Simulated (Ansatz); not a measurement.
The cell is COD entry 1539203, as deposited and not checked against the literature; nothing was relaxed.

An input for Sb: DFT, PBE, all-electron LAPW, scalar-relativistic (Ansatz 0.2.0).

```yaml
crystal:
  lattice:
    - [3.3690001795, 0.0, 0.0]
    - [-1.6845000898, 2.9176397408, 0.0]
    - [0.0, 0.0, 5.33]
  atoms:
    - { symbol: Sb, position: [0.3333333333, 0.6666666667, 0.25] }
    - { symbol: Sb, position: [0.6666666667, 0.3333333333, 0.75] }
kpoints:
  mp_grid: { grid: [12, 12, 7] }
  band_path:
    path:
      - [0.0, 0.0, 0.0]
      - [0.5, 0.0, 0.0]
      - [0.3333333333, 0.3333333333, 0.0]
      - [0.0, 0.0, 0.0]
      - [0.0, 0.0, 0.5]
      - [0.5, 0.0, 0.5]
      - [0.3333333333, 0.3333333333, 0.5]
      - [0.0, 0.0, 0.5]
      - [0.5, 0.0, 0.5]
    npoints: 8
scf:
  occupations: { method: fermi_dirac, width: 0.03 }
hamiltonian:
  xc: pbe
  pseudopotentials: { kind: all_electron, lapw: { basis_error: 0.0005 } }
output:
  forces: true
  stress: true
  eigenvalues: true
  populations: true
  dos: { projected: true, de: 0.2, e_range: [-14, 8] }
```

Set-up and iterations as logged by Ansatz (the results part is left out, to be predicted):

```
Sb: projections on atomic orbitals take those of the free atom 1s2 2s2 2p6 3s2 3p6 3d10 4s2 4p6 4d10 5s2 5p3, of charge +0.00 (hamiltonian.pseudopotentials.projection_atoms)
LAPW: plane waves up to 6.832 Å⁻¹, error target 5.0e-4 eV per atom; small_component_spin mean_spin; Sb in spheres of 1.650 Å, 23 of its electrons in bands, Dirac shells []
Engine: ansatz 0.2.0
Pseudopotentials: kind: all_electron
Pseudopotential: Sb, LAPW, valence charge 23, Koelling and Harmon's equation, gaussian nucleus
Functional definition: PBE
  parameter kappa = 0.804
  parameter beta = 0.06672455060314922
  exchange = pbe_x(kappa = kappa, mu = beta*pi^2/3)
  correlation = pbe_c(beta = beta)
Crystal: 2 atoms, lattice volume = 52.391 Å³
Basis set: ecut = 177.81674114295058 eV, 287 PW (Γ), exchange–correlation at level 2
Bands: 28, of which v1, the nominal top of the filled ones, is band 23 counted from 1 (22 counted from 0)
Symmetry: 24 space group operations
Space group: P63/mmc (ITA 194), of the structure as read, at distance tolerance 3.7e-5 Å
k-points: 76 of 1008
Non-local potential: Sb, projectors of the file, none
Initial density: superposition of atomic densities (chi_scale 0.1, normalization cell)
Initial wavefunctions: plane waves of lowest kinetic energy (no species holds an atomic orbital)
Functional: x = pbe(κ = 0.804, μ = 0.2195149727645171), c = pbe(β = 0.06672455060314922)
iter 1 solved again at ethr=1.29e-5 eV; its pass at ethr=1.00e-1 eV (dr2=5.95e-3 eV) is discarded
SCF iter   1: F=—  HF=-352735.813954 eV  |F-HF|=—  |Δ(HF+E_count)|=         —  Δρ=4.42e-3  dr2=6.02e-3  ethr=1.29e-5  ⟨swp⟩=3.9  Hψ=15208  notcnv=0
SCF iter   2: F=—  HF=-352735.801107 eV  |F-HF|=—  |Δ(HF+E_count)|=   1.28e-2  Δρ=2.64e-3  dr2=2.61e-3  ethr=1.29e-5  ⟨swp⟩=2.0  Hψ=6411  notcnv=0
SCF iter   3: F=—  HF=-352735.800519 eV  |F-HF|=—  |Δ(HF+E_count)|=   5.88e-4  Δρ=1.26e-3  dr2=7.91e-4  ethr=5.68e-6  ⟨swp⟩=2.0  Hψ=6338  notcnv=0
SCF iter   4: F=—  HF=-352735.800615 eV  |F-HF|=—  |Δ(HF+E_count)|=   9.59e-5  Δρ=6.46e-4  dr2=2.52e-4  ethr=1.72e-6  ⟨swp⟩=2.0  Hψ=6315  notcnv=0
iter 5 solved again at ethr=1.94e-8 eV; its pass at ethr=5.48e-7 eV (dr2=8.91e-6 eV) is discarded
SCF iter   5: F=—  HF=-352735.800709 eV  |F-HF|=—  |Δ(HF+E_count)|=   9.44e-5  Δρ=1.19e-4  dr2=8.87e-6  ethr=1.94e-8  ⟨swp⟩=2.0  Hψ=10675  notcnv=0
SCF iter   6: F=—  HF=-352735.800710 eV  |F-HF|=—  |Δ(HF+E_count)|=   9.61e-7  Δρ=3.49e-5  dr2=4.98e-7  ethr=1.93e-8  ⟨swp⟩=2.0  Hψ=6314  notcnv=0
SCF iter   7: F=-352735.800710 eV  HF=-352735.800710 eV  |F-HF|=1.24e-8  |Δ(HF+E_count)|=   2.58e-7  Δρ=7.59e-6  dr2=3.20e-8  ethr=1.08e-9  ⟨swp⟩=3.0  Hψ=6498  notcnv=0
```

Problem. What pressure will this run report?

Solution. 3.05 GPa (positive in compression).

Problem. Is there a band gap?

Solution. none: bands cross the Fermi level, a metal.
